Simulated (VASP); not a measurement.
A run of VASP 6.6.1 is set up as follows.

Contents of INCAR:

```
SYSTEM = GaN
ALGO = Normal
EDIFF = 1E-6
ENCUT = 520
GGA = PE
ISIF = 2
ISMEAR = 0
LASPH = .True.
LCHARG = .True.
LELF = .True.
LREAL = .False.
LVHAR = .True.
LWAVE = .False.
NBANDS = 16
NELM = 80
PREC = Accurate
SIGMA = 0.05
```

The input KPOINTS:

```
k-points
0
Gamma
  10 10 10
  0 0 0
```

File POSCAR:

```
GaN
1.0
    0.0000000000      2.2535006075      2.0844880619
    2.2535006075      0.0000000000      2.0844880619
    2.2535006075      2.2535006075      0.0000000000
Ga N
1 1
Direct
    0.0000000000      0.0000000000      0.0000000000
    0.7500000000      0.7500000000      0.7500000000
```

Potentials or basis: VASP PAW PBE potentials, release 64 (Ga_d, N).

Run with:

```sh
$ cat potpaw_PBE.64/Ga_d/POTCAR potpaw_PBE.64/N/POTCAR > POTCAR
$ mpirun -np 1 vasp_std > vasp.out
```

(1) Predict the pressure.

(2) Estimate the band gap on the k mesh.

## Answers

(1) 22.2 GPa.

(2) 2.01 eV, direct.

Caveat: so large a pressure means that the cell lies far from this level's equilibrium, or that cutoff or potentials fall short.
